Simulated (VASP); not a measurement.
Write the native input for VASP 6.6.1 that does the following.

```yaml
Task: single point
Functional: PBEsol
Potentials_or_basis: VASP PAW PBE potentials, release 64 (Ge_d)
Cutoff: 520 eV
k_mesh: 3 × 3 × 3
Occupations: gaussian, width 0.1 eV
Spin: no spin polarisation
Dipole_correction: no
Further_INCAR_settings: ALGO = Fast; EDIFF = 1e-07; NBANDS = 96
```

The structure of Ge lies in POSCAR:

```
Ge
1.0
    3.6689249105      2.1182547847      6.2569924743
   -3.6689249105      2.1182547847      6.2569924743
    0.0000000000     -4.2365095693      6.2569924743
Ge
12
Direct
    0.0101900000      0.6536100000      0.0101900000
    0.0101900000      0.0101900000      0.6536100000
    0.6536100000      0.0101900000      0.0101900000
    0.9898100000      0.3463900000      0.9898100000
    0.3463900000      0.9898100000      0.9898100000
    0.9898100000      0.9898100000      0.3463900000
    0.2211800000      0.6306000000      0.2211800000
    0.2211800000      0.2211800000      0.6306000000
    0.6306000000      0.2211800000      0.2211800000
    0.7788200000      0.3694000000      0.7788200000
    0.3694000000      0.7788200000      0.7788200000
    0.7788200000      0.7788200000      0.3694000000
```

The cell was built by a generator and needn't be a form met in nature.

These files were run (other wordings do the same):

INCAR

```
SYSTEM = Ge
  PREC = Accurate
  ENCUT = 520
  EDIFF = 1E-7
  ISMEAR = 0
  SIGMA = 0.1
  LREAL = .FALSE.
  LASPH = .TRUE.
  NELM = 100
  ALGO = Fast
  ISIF = 2
  LWAVE = .FALSE.
  LCHARG = .FALSE.
  GGA = PS
  NBANDS = 96
```

KPOINTS

```
Automatic mesh
0
G
  3 3 3
  0 0 0
```

Potentials or basis: VASP PAW PBE potentials, release 64 (Ge_d).

The run is started by

```sh
$ cat potpaw_PBE.64/Ge_d/POTCAR > POTCAR
$ mpirun -np 1 vasp_std > vasp.out
```

It gave:

```
Pressure               : 3.7 GPa
Largest force          : 1.023 eV/Å
Band gap on the k mesh : none (metal or under the smearing width)
```

Caveat: the PAW data sets were made with another functional, which shifts forces and pressure a little.

It took 4.3 min on 1 thread of Intel(R) Xeon(R) Platinum 8559C (Emerald Rapids), on a shared host, peak memory 0.44 GiB.
